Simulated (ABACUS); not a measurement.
Crystal: Pd.

```xyz
1
Lattice="0.0000 1.9465 1.9465 1.9465 0.0000 1.9465 1.9465 1.9465 0.0000" Properties=species:S:1:pos:R:3 pbc="T T T"
Pd    0.0000    0.0000    0.0000
```

- Program: ABACUS 3.10.1
- Task: relaxation of cell and atoms
- Functional: HCTH407
- Potentials or basis: SG15 ONCV 1.2 PBE
- Cutoff: 1116 eV
- Density cutoff: 4463 eV
- Basis: plane waves
- k mesh: 10 × 10 × 10
- Occupations: fermi-dirac, width 0.05 eV
- Spin: no spin polarisation

At the start: pressure 6.1 GPa; volume 14.75 Å³/atom.

**Question.** Where does the relaxation end?

**Answer.** Over 4 steps the energy falls by 10.6 meV/atom and the volume is 15.34 Å³/atom (+4.0 %); space group Fm-3m (No. 225, to 0.05 Å).

The path:
```tsv
step	energy change (eV)	largest force (eV/Å)	pressure (GPa)	volume (Å³)
1	0.0000	0.0000	6.12	14.75
2	0.0019	0.0000	-5.54	16.03
3	-0.0106	0.0000	-0.05	15.34
4	-0.0106	0.0000	-0.01	15.34
```

Final structure:
```
Pd
1.0
     0.00000    1.97215    1.97215
     1.97215    0.00000    1.97215
     1.97215    1.97215    0.00000
Pd
1
Direct
  0.00000 0.00000 0.00000
```

Caveat: the potentials were made for another functional, which shifts forces and pressure.
